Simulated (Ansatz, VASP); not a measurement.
**Sc in VASP and in Ansatz**

The input INCAR:

```
ALGO = Normal ; EDIFF = 1E-6
ENCUT = 520 ; GGA = CA
ISIF = 2 ; ISMEAR = -1
LASPH = T ; LCHARG = F
LREAL = F ; LWAVE = F
NBANDS = 18 ; NELM = 80
PREC = Accurate ; SIGMA = 0.05
```

Contents of KPOINTS:

```
k-points
0
Gamma
  9 9 5
```

Contents of POSCAR:

```
Sc
1.0
    3.2642783016      0.0000000000      0.0000000000
   -1.6321391508      2.8269479342      0.0000000000
    0.0000000000      0.0000000000      5.2020304526
Sc
2
Direct
    0.6666666667      0.3333333333      0.7500000000
    0.3333333333      0.6666666667      0.2500000000
```

The input input.yaml:

```yaml
crystal:
  lattice:
    - [3.2642783016, 0.0, 0.0]
    - [-1.6321391508, 2.8269479342, 0.0]
    - [0.0, 0.0, 5.2020304526]
  atoms:
    - { symbol: Sc, position: [0.6666666667, 0.3333333333, 0.75] }
    - { symbol: Sc, position: [0.3333333333, 0.6666666667, 0.25] }
kpoints:
  mp_grid: { grid: [9, 9, 5] }
scf:
  occupations: { method: fermi_dirac, width: 0.05 }
hamiltonian:
  xc: lda
  pseudopotentials: { kind: all_electron, lapw: { basis_error: 0.001 } }
output:
  forces: true
  stress: true
  eigenvalues: true
```

Change from the starting cell: volume scaled by 0.96.

Alike in both runs: task single point; functional LDA; k mesh 9 × 9 × 5; occupations fermi-dirac, width 0.05 eV; no spin polarisation.

|  | VASP | Ansatz |
| --- | --- | --- |
| version | VASP 6.6.1 | Ansatz 0.2.0 |
| potentials or method | VASP PAW LDA potentials, release 64 (Sc_sv) | all-electron LAPW, scalar-relativistic |
| plane-wave cutoff (eV) | 520 | see its input |

```tsv
	VASP	Ansatz	Ansatz less VASP
gap on the k mesh at the Fermi level (eV)	none	none	-
pressure (GPa)	-3.4	-3.4	-0.05
largest component of the traceless stress (GPa)	1.27	1.27	-0.002
```

A gap of «none» marks a metal or a gap that the smearing closes. Ansatz ran all-electron here, so the differences hold the error of VASP's frozen core and of both bases.
